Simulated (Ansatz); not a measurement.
Method: Ansatz 0.2.0, DFT PBE, scalar-relativistic, plane waves, PAW. All cells share a 420 eV cutoff and Γ-centred k meshes spaced at most about 0.3 Å⁻¹ (2π included). No spin polarisation in the final relaxations.

Temperature and zero-point effects are left out. All come from trial cells, and lower structures may exist.

Question: Order these relaxed structures of NaCl by energy, lowest first, with the energy over the lowest of them.
A.

```cif
data_structure
_symmetry_space_group_name_H-M 'Fm-3m'
_symmetry_Int_Tables_number 225
_cell_length_a 5.6961
_cell_length_b 5.6961
_cell_length_c 5.6961
_cell_angle_alpha 90.000
_cell_angle_beta 90.000
_cell_angle_gamma 90.000
_cell_volume 184.81
loop_
_atom_site_label
_atom_site_type_symbol
_atom_site_symmetry_multiplicity
_atom_site_Wyckoff_symbol
_atom_site_fract_x
_atom_site_fract_y
_atom_site_fract_z
_atom_site_occupancy
Na1 Na 4 a 0.00000 0.00000 0.00000 1
Cl1 Cl 4 b 0.50000 0.00000 0.00000 1
```

B.

```cif
data_structure
_symmetry_space_group_name_H-M 'Cmmm'
_symmetry_Int_Tables_number 65
_cell_length_a 3.9848
_cell_length_b 7.2901
_cell_length_c 3.7468
_cell_angle_alpha 90.000
_cell_angle_beta 90.000
_cell_angle_gamma 90.000
_cell_volume 108.84
loop_
_atom_site_label
_atom_site_type_symbol
_atom_site_symmetry_multiplicity
_atom_site_Wyckoff_symbol
_atom_site_fract_x
_atom_site_fract_y
_atom_site_fract_z
_atom_site_occupancy
Na1 Na 2 c 0.50000 0.00000 0.50000 1
Cl1 Cl 2 a 0.00000 0.00000 0.00000 1
```

Answer: A (0 meV/atom), B (133 meV/atom). Forms: A rock salt type, Fm-3m; B Cmmm. Counting Cl atoms around Na (those within 1.25 times the shortest such distance or 1.15 times the sum of covalent radii, 1.27 where that leaves under three): A has Na 6; B has Na 4.

Cells relaxed within their symmetry can be saddle points. The Fm-3m cell of NaCl came from shaking the Cmmm one. The part of the Crystallography Open Database at hand lists NaCl in space groups No. 221, 225; sharing a group (Fm-3m) doesn't make a cell the listed structure. Some types were kept out of the candidates beforehand, so the set may lack a known form.
